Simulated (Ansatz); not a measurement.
# As in Cu(111), 2x2: scattering by a point defect

How strong a scatterer is As in Cu(111), 2x2, and does relaxation matter?

Main program and level: Ansatz 0.2.0; Ansatz plane-wave DFT, PBE, PAW files; ballistic transport by layer matching (Landauer), zero bias; PAW set soft_1, in the first sound run; inputs show where later runs differ.

Report form: the programs' logs are mostly left out.

## Step 1: Set-up

The cell holds 44 atoms: 43 Cu and 1 As. Its edges and angles: a = 5.112 Å, b = 5.112 Å, c = 23.005 Å, α = 86.8°, β = 93.2°, γ = 120.0°. It derives from Cu. Regions: lead, 24 atoms (24 Cu); scattering region, 20 atoms (19 Cu and 1 As). The structure is stacked along c, and the current runs across the ab planes.

## Step 2: Transmission at ideal sites

The defect sits in one plane of the supercell, all atoms on ideal sites; the layers about the cell's end are the lead. The mesh across the current, 12×12, is finer than the density's, because channels open and close sharply across the zone. Energies from -0.1 to 0.1 eV in steps of 0.05 eV are too few for the program's thermal sum, so it prints no conductance; for a metal the transmission near the Fermi level serves, at a fraction of the cost.

input.yaml

```yaml
crystal:
  lattice:
    - [5.1123254594, 0.0, 0.0]
    - [-2.5561627297, 4.4274037203, 0.0]
    - [-1.2780813649, 0.73790062, 22.9580794202]
  atoms:
    - { symbol: Cu, position: [0.0075757576, 0.9924242424, 0.0454545455] }
    - { symbol: Cu, position: [0.0075757576, 0.4924242424, 0.0454545455] }
    - { symbol: Cu, position: [0.5075757576, 0.9924242424, 0.0454545455] }
    - { symbol: Cu, position: [0.5075757576, 0.4924242424, 0.0454545455] }
    - { symbol: Cu, position: [0.1893939394, 0.3106060606, 0.1363636364] }
    - { symbol: Cu, position: [0.1893939394, 0.8106060606, 0.1363636364] }
    - { symbol: Cu, position: [0.6893939394, 0.3106060606, 0.1363636364] }
    - { symbol: Cu, position: [0.6893939394, 0.8106060606, 0.1363636364] }
[... 32 atom lines left out ...]
    - { symbol: Cu, position: [0.3257575758, 0.1742424242, 0.9545454545] }
    - { symbol: Cu, position: [0.3257575758, 0.6742424242, 0.9545454545] }
    - { symbol: Cu, position: [0.8257575758, 0.1742424242, 0.9545454545] }
    - { symbol: Cu, position: [0.8257575758, 0.6742424242, 0.9545454545] }
kpoints:
  mp_grid: { grid: [5, 5, 1] }
hamiltonian:
  xc: pbe
  pseudopotentials: { kind: paw, azcp: { folder: soft_1 } }
scf:
  occupations: { method: fermi_dirac, width: 0.1 }
output:
  transmission: { leads: [[0, 4]], kmesh: [12, 12], e_range: [-0.1, 0.1], de: 0.05 }
  write_potential: true
  write_density: true
  volumetric_format: npy
  elf: true
```

Command:

```bash
> ansatz run input.yaml --threads 4 --pin off --max-ram 15360MiB --backend cpu --events-out ev --progress --plain --runs-dir out
```

It took 10 min on 4 threads of Arm Neoverse N1, shared host; peak memory 5.1 GiB.

This step gave:

```yaml
free_energy: -289738.5958 eV
energy_at_zero_smearing: -289738.3348 eV
fermi_energy: 16.50 eV
cell_area: 22.63 Å²
transmission_per_spin_nearest_the_fermi_level: 2.601
open_channels_per_spin_nearest_the_fermi_level: 3.146
step_of_the_lead_s_potential: 6.1 meV
```

Per spin. Transmission, zone mean against energy, zero at the Fermi level:

```csv
energy (eV),"transmission, zone mean"
-0.1000,2.56
-0.0500,2.59
0.0000,2.60
0.0500,2.60
0.1000,2.57
```

Per spin. The open channels, zone mean, lead stays at 3.15 for energy from -0.1 to 0.1 eV.

Transmission over k1 and k2. At 0.0000 eV from the Fermi level.

Ten even steps from '_' (0.74) to '@' (3.63):
```
##@@********@@##**####**
****@@**##**@@****######
******##====##******####
****##==::--::==##******
##****==--::::--==****##
@@@@@@##::::__::::##@@@@
####****==--::::--==****
********##==::--::==##**
**####******##====##****
**######****@@**##**@@**
##**####**##@@********@@
@@##******##@@##******##
```
Columns: k1 (b1) from -0.5 to 0.417; rows upwards: k2 (b2) from -0.5 to 0.417.

Open channels over k1 and k2. At 0.0000 eV from the Fermi level.

Ten even steps from '_' (3.00) to '@' (4.00):
```
__@@________@@__________
____@@______@@__________
______@@____@@__________
________________________
________________________
@@@@@@@@__________@@@@@@
________________________
________________________
____________@@____@@____
____________@@______@@__
____________@@________@@
@@__________@@__________
```
Columns: k1 (b1) from -0.5 to 0.417; rows upwards: k2 (b2) from -0.5 to 0.417.

Electrostatic potential energy in the ca plane at fractional y = 0.083, with atoms of As and Cu within 0.2 Å of it. With pseudopotentials it is smooth inside the atoms' cores, unlike the true potential.

Values in eV, 8 rows by 16 columns, each cell a mean:
```
 17  17 -18 -14  16  17  18  17 -15 -35  15  18  18  16   5 -32
 17  16 -22 -14  15  15  17  15   1 -10  15  12  13  -4  14   9
 16  17  10  12   0  -1  11   7  15  13  12   5  10 -11  15   8
 15  16  13  13   2   3  14  12   7   4  13  15  17  13   5 -35
 17  17 -18 -14  16  17  18  16   8  13  12  17  18  16   5 -32
 17  16 -22 -14  15  15  17  14   6   5  13  11  13  -4  14   9
 16  17  10  12   0  -1  11   7  15  13  12   5  10 -11  15   8
 15  16  13  13   2   3  14  12   4 -10  15  15  17  13   5 -35
```
Columns run along c (16.0 Å, from fractional 0.11 to 0.80 of the cell; values clipped at the 3rd and 97th percentile), rows up along a (5.1 Å). Atoms in or near the plane, at fractional coordinates: As at (0.50, 0.42), Cu at (0.50, 0.92), Cu at (0.77, 0.46), Cu at (0.77, 0.96).

ELF in the ca plane at fractional y = 0.083, with atoms of As and Cu within 0.2 Å of it. It is the smooth field of the valence electrons, not physical close to the nuclei.

Ten even steps from '0' (0.10) to '9' (0.65), each cell a mean:
```
22222111111221122222331159212333222223311362
22222115611232222223331147112322222111221111
22222113411221112222221111112111121111122111
22222111111211112211112111121111121111112222
22112211112110011111112455531111121101122111
21112222222110012111114788863111121111121111
21112211112111112211136864786222222112211262
22222111111221122222358700387432222223311362
22222115611232222222358710486322222111221111
22222113411221112221237865884111121111121111
22222111111211112211114788752111121111112222
22112211112110011111112444321111121101122111
21111222222110012111112111112111121111121111
21112211112111112211121111112222222122311262
```
Columns run along c (16.0 Å, from fractional 0.11 to 0.80 of the cell), rows up along a (5.1 Å). Atoms in or near the plane, at fractional coordinates: As at (0.50, 0.42), Cu at (0.50, 0.92), Cu at (0.77, 0.46), Cu at (0.77, 0.96).

Valence density in the ca plane at fractional y = 0.083, with atoms of As and Cu within 0.2 Å of it. It is the smooth field of the valence electrons, not physical close to the nuclei.

Values in e/Å³, 8 rows by 16 columns, each cell a mean:
```
 0  0  7  5  0  0  0  0  7 25  0  0  0  0  1 13
 0  0  9  6  0  0  0  0  1  3  0  0  0  1  0  1
 0  0  1  0  1  1  0  1  0  0  0  1  0  2  0  1
 0  0  0  0  1  1  0  0  1  2  0  0  0  0  1 14
 0  0  7  5  0  0  0  0  5 16  0  0  0  0  1 13
 0  0  9  6  0  0  0  0  1  2  0  0  0  1  0  1
 0  0  1  0  1  1  0  1  0  0  0  1  0  2  0  1
 0  0  0  0  1  1  0  0  1  3  0  0  0  0  1 14
```
Columns run along c (16.0 Å, from fractional 0.11 to 0.80 of the cell), rows up along a (5.1 Å). Atoms in or near the plane, at fractional coordinates: As at (0.50, 0.42), Cu at (0.50, 0.92), Cu at (0.77, 0.46), Cu at (0.77, 0.96).

Over the solved energies the transmission per spin lies between 2.56 and 2.60, out of 3.15 channels of the lead on average (up to 3.15).

## Step 3: Resistance at ideal sites

This step: Ansatz plane-wave DFT, PBE, PAW files; ballistic transport by layer matching (Landauer), zero bias; area resistance of the defect plane and resistivity an atomic per cent; PAW set soft_1 (Ansatz 0.2.0).

Numbers from this step:

```
area resistance                                                                                 : 0.1970 fΩ m²
T over the leads' mean channel count                                                            : 0.8250
resistivity per at.% scaled from this dense plane, with the factor 3/4 for isotropic scattering : 2.831 µΩ cm
```

Averaged over the energies near the Fermi level, 82.5 % of the channels pass, which makes 0.197 fΩ m².

By hand, with T and the leads' channels N averaged over the energies near the Fermi level: RA = A (h/2e²)(1/T − 1/N) = 22.63×10⁻²⁰ m² × 12 906 Ω × (1/2.595 − 1/3.146) = 0.197 fΩ m². Per atomic per cent: RA × A / V_atom × 0.01 × 3/4 = 2.83 µΩ cm, with the host's V_atom = 11.81 Å³.

## Step 4: Relaxing the neighbours

The neighbours of the defect are let go while the lead's layers stay on their sites, since a lead must repeat to 0.01 Å.

This step: Ansatz plane-wave DFT, PBE, PAW files; relaxation with the lead's layers held; PAW set soft_1 (Ansatz 0.2.0).

Edit input.yaml of step 2 so:

```diff
@@ -57,7 +57,6 @@
   occupations: { method: fermi_dirac, width: 0.1 }
-output:
-  transmission: { leads: [[0, 4]], kmesh: [12, 12], e_range: [-0.1, 0.1], de: 0.05 }
-  write_potential: true
-  write_density: true
-  volumetric_format: npy
-  elf: true
+relax:
+  f_tol: 0.03
+  max_steps: 40
+  constraints:
+    - { sites: [0, 1, 2, 3, 4, 5, 6, 7, 8, 9, 10, 11, 32, 33, 34, 35, 36, 37, 38, 39, 40, 41, 42, 43] }
```

It took 7 min on 4 threads; peak memory 5.4 GiB.

Step by step:

```csv
step,energy less that of the first step (eV),largest force component (eV/Å)
1,0.0000,0.2842
2,-0.0366,0.1694
3,-0.0569,0.0065
4,-0.0569,0.0065
```

The run keeps the 4 symmetry operations that it works with, so distortions that break them were not tested.

The atoms that moved most (Å):

```csv
atom,dx,dy,dz,length
Cu26,-0.002,0.001,0.048,0.048
Cu20,0.002,-0.001,-0.048,0.048
Cu28,-0.001,0.016,0.045,0.047
Cu25,-0.014,-0.007,0.045,0.047
Cu19,0.014,0.007,-0.045,0.047
Cu18,0.001,-0.016,-0.045,0.047
Cu27,0.012,-0.007,0.044,0.046
Cu17,-0.012,0.007,-0.044,0.046
```

Numbers from this step:

```yaml
free_energy: -289738.6528 eV
energy_at_zero_smearing: -289738.3938 eV
```

The largest force component on a free atom ends at 0.0065 eV/Å, under the tolerance of 0.03, after 4 steps.

## Step 5: Transmission after relaxation, relaxed yes

The transmission is solved again on the relaxed atoms.

This step: Ansatz plane-wave DFT, PBE, PAW files; ballistic transport by layer matching (Landauer), zero bias; PAW set soft_1 (Ansatz 0.2.0).

input.yaml

```yaml
crystal:
  lattice:
    - [5.1123254594, 0.0, 0.0]
    - [-2.5561627297, 4.4274037203, 0.0]
    - [-1.2780813649, 0.73790062, 22.9580794202]
  atoms:
    - { symbol: Cu, position: [0.0075757576, 0.9924242424, 0.0454545455] }
    - { symbol: Cu, position: [0.0075757576, 0.4924242424, 0.0454545455] }
    - { symbol: Cu, position: [0.5075757576, 0.9924242424, 0.0454545455] }
    - { symbol: Cu, position: [0.5075757576, 0.4924242424, 0.0454545455] }
    - { symbol: Cu, position: [0.1893939394, 0.3106060606, 0.1363636364] }
    - { symbol: Cu, position: [0.1893939394, 0.8106060606, 0.1363636364] }
    - { symbol: Cu, position: [0.6893939394, 0.3106060606, 0.1363636364] }
    - { symbol: Cu, position: [0.6893939394, 0.8106060606, 0.1363636364] }
[... 32 atom lines left out ...]
    - { symbol: Cu, position: [0.3257575758, 0.1742424242, 0.9545454545] }
    - { symbol: Cu, position: [0.3257575758, 0.6742424242, 0.9545454545] }
    - { symbol: Cu, position: [0.8257575758, 0.1742424242, 0.9545454545] }
    - { symbol: Cu, position: [0.8257575758, 0.6742424242, 0.9545454545] }
kpoints:
  mp_grid: { grid: [5, 5, 1] }
hamiltonian:
  xc: pbe
  pseudopotentials: { kind: paw, azcp: { folder: soft_1 } }
scf:
  occupations: { method: fermi_dirac, width: 0.1 }
output:
  transmission:
    leads: [[0, 4]]
    kmesh: [10, 10]
    e_range: [-0.05, 0.05]
    de: 0.05
  write_potential: true
  write_density: true
  volumetric_format: npy
```

Run time: 7.7 min. Hardware: 4 threads; peak memory 5.1 GiB.

This step gave:

```
transmission per spin nearest the Fermi level  : 2.496
open channels per spin nearest the Fermi level : 3.21
step of the lead's potential                   : 7.9 meV
```

Per spin. Table of transmission, zone mean by energy, zero at the Fermi level:

```csv
energy (eV),"transmission, zone mean"
-0.0500,2.52
0.0000,2.50
0.0500,2.49
```

Transmission over k1 and k2. At 0.0000 eV from the Fermi level.

Ten even steps from '_' (0.77) to '@' (3.55):
```
##@@**##**@@##==##==
==**%%****%%**==####
==##**==--==**##====
##****--::::--****##
@@@@%%==::__::==%%@@
####****--::::--****
======##**==--==**##
==####==**%%****%%**
##==##==##@@**##**@@
@@##====##@@##====##
```
Columns: k1 (b1) from -0.5 to 0.4; rows upwards: k2 (b2) from -0.5 to 0.4.

Over the solved energies the transmission per spin lies between 2.49 and 2.52, out of 3.21 channels of the lead on average (up to 3.21).

## Step 6: Resistance after relaxation

This step: Ansatz plane-wave DFT, PBE, PAW files; ballistic transport by layer matching (Landauer), zero bias; area resistance of the defect plane and resistivity an atomic per cent; PAW set soft_1 (Ansatz 0.2.0).

Numbers from this step:

| Quantity | Value |
| --- | --- |
| area resistance | 0.2574 fΩ m² |
| T over the leads' mean channel count | 0.7795 |
| resistivity per at.% scaled from this dense plane, with the factor 3/4 for isotropic scattering | 3.700 µΩ cm |

Averaged over the energies near the Fermi level, 78.0 % of the channels pass, which makes 0.257 fΩ m², against 0.197 on ideal sites.

## Step 7: The same junction, with changed settings

The run is repeated with changed settings as a check of sensitivity.

This step: Ansatz plane-wave DFT, PBE, PAW files; ballistic transport by layer matching (Landauer), zero bias; changed: output.transmission.kmesh = [9, 9]; PAW set soft_1 (Ansatz 0.2.0).

Edit input.yaml of step 5 so:

```diff
@@ -18,10 +18,10 @@
     - { symbol: Cu, position: [0.8712121212, 0.6287878788, 0.2272727273] }
-    - { symbol: Cu, position: [0.0531972165, 0.9473656648, 0.3171790964] }
-    - { symbol: Cu, position: [0.0528750057, 0.4471249943, 0.3170227408] }
-    - { symbol: Cu, position: [0.5529259655, 0.9470740345, 0.3172198853] }
-    - { symbol: Cu, position: [0.5526343352, 0.4468027835, 0.3171790964] }
-    - { symbol: Cu, position: [0.2330053731, 0.2669946269, 0.4071653483] }
-    - { symbol: Cu, position: [0.2328939824, 0.7619563658, 0.4071430132] }
-    - { symbol: Cu, position: [0.7380436342, 0.2671060176, 0.4071430132] }
-    - { symbol: Cu, position: [0.734806545, 0.765193455, 0.4069890647] }
+    - { symbol: Cu, position: [0.053030303, 0.946969697, 0.3181818182] }
+    - { symbol: Cu, position: [0.053030303, 0.446969697, 0.3181818182] }
+    - { symbol: Cu, position: [0.553030303, 0.946969697, 0.3181818182] }
+    - { symbol: Cu, position: [0.553030303, 0.446969697, 0.3181818182] }
+    - { symbol: Cu, position: [0.2348484848, 0.2651515152, 0.4090909091] }
+    - { symbol: Cu, position: [0.2348484848, 0.7651515152, 0.4090909091] }
+    - { symbol: Cu, position: [0.7348484848, 0.2651515152, 0.4090909091] }
+    - { symbol: Cu, position: [0.7348484848, 0.7651515152, 0.4090909091] }
     - { symbol: As, position: [0.4166666667, 0.0833333333, 0.5] }
@@ -30,10 +30,10 @@
     - { symbol: Cu, position: [0.9166666667, 0.5833333333, 0.5] }
-    - { symbol: Cu, position: [0.0952896992, 0.899560649, 0.5928569868] }
-    - { symbol: Cu, position: [0.0985267884, 0.4014732116, 0.5930109353] }
-    - { symbol: Cu, position: [0.6003279602, 0.8996720398, 0.5928346517] }
-    - { symbol: Cu, position: [0.600439351, 0.4047103008, 0.5928569868] }
-    - { symbol: Cu, position: [0.2804073678, 0.2195926322, 0.6827801147] }
-    - { symbol: Cu, position: [0.2806989981, 0.7198638832, 0.6828209036] }
-    - { symbol: Cu, position: [0.7801361168, 0.2193010019, 0.6828209036] }
-    - { symbol: Cu, position: [0.7804583276, 0.7195416724, 0.6829772592] }
+    - { symbol: Cu, position: [0.0984848485, 0.9015151515, 0.5909090909] }
+    - { symbol: Cu, position: [0.0984848485, 0.4015151515, 0.5909090909] }
+    - { symbol: Cu, position: [0.5984848485, 0.9015151515, 0.5909090909] }
+    - { symbol: Cu, position: [0.5984848485, 0.4015151515, 0.5909090909] }
+    - { symbol: Cu, position: [0.2803030303, 0.2196969697, 0.6818181818] }
+    - { symbol: Cu, position: [0.2803030303, 0.7196969697, 0.6818181818] }
+    - { symbol: Cu, position: [0.7803030303, 0.2196969697, 0.6818181818] }
+    - { symbol: Cu, position: [0.7803030303, 0.7196969697, 0.6818181818] }
     - { symbol: Cu, position: [0.4621212121, 0.0378787879, 0.7727272727] }
@@ -58,7 +58,3 @@
 output:
-  transmission:
-    leads: [[0, 4]]
-    kmesh: [10, 10]
-    e_range: [-0.05, 0.05]
-    de: 0.05
+  transmission: { leads: [[0, 4]], kmesh: [9, 9], e_range: [-0.1, 0.1], de: 0.05 }
   write_potential: true
```

The job ended after 7.2 min (4 threads; peak memory 5.1 GiB; 27 min of CPU time).

Residual by cycle:

cycle, log10 residual and a bar from the least value:
```
        1        3.2 ##############################
        3        2.3 ###########################
        4        2.1 ###########################
        6        1.8 ##########################
        8        1.0 ########################
       10       -0.7 ###################
       11       -1.7 ################
       13       -2.2 ##############
       15       -3.8 #########
       17       -5.4 #####
       18       -6.0 ###
       20       -7.1
```

The run finished with changed settings (output.transmission.kmesh = [9, 9]); it serves as a test.

The two runs compared:

```csv
quantity,this run,sound run,difference
transmission per spin nearest the Fermi level,2.6076,2.6007,0.00690
open channels per spin nearest the Fermi level,3.2222,3.1458,0.0764
```

## Step 8: Results

```json
{"share of channels that pass, rigid": "0.825", "area resistance, rigid": "0.197 fΩ m²", "resistivity per at.% from the area resistance, times 3/4, rigid": "2.83 µΩ cm", "share of channels that pass, relaxed": "0.780", "area resistance, relaxed": "0.257 fΩ m²", "resistivity per at.% from the area resistance, times 3/4, relaxed": "3.70 µΩ cm"}
```

The plane of defects adds 0.26 fΩ m². Scaled to one atomic per cent that is 4.9 µΩ cm as it stands and 3.7 with the factor 3/4 for isotropic scattering on a spherical Fermi surface; with the reflection in place of the resistance taken as linear in the density it would be 2.9. These are rough estimates of the dilute value, not bounds. One As in each 2x2 cell reflects 22 % of the lead's channels. The relaxed cell differs by 31 % in resistance; between the two runs the lead's own channel count goes from 3.15 to 3.21, so sampling may have a part in it. The defects form a dense periodic sheet that scatters coherently, unlike a dilute random alloy. T and N are means over the solved energies nearest the Fermi level.

[Logs are printed without paths, hosts, clocks, repeated set-up lines and the standing remarks that a program may print on its own settings, such as how far it seeks lower states.]

[Hosts, paths, dates, database ids (printed as entryN), source tags and the programs' standing remarks are cut or masked in the printed files.]
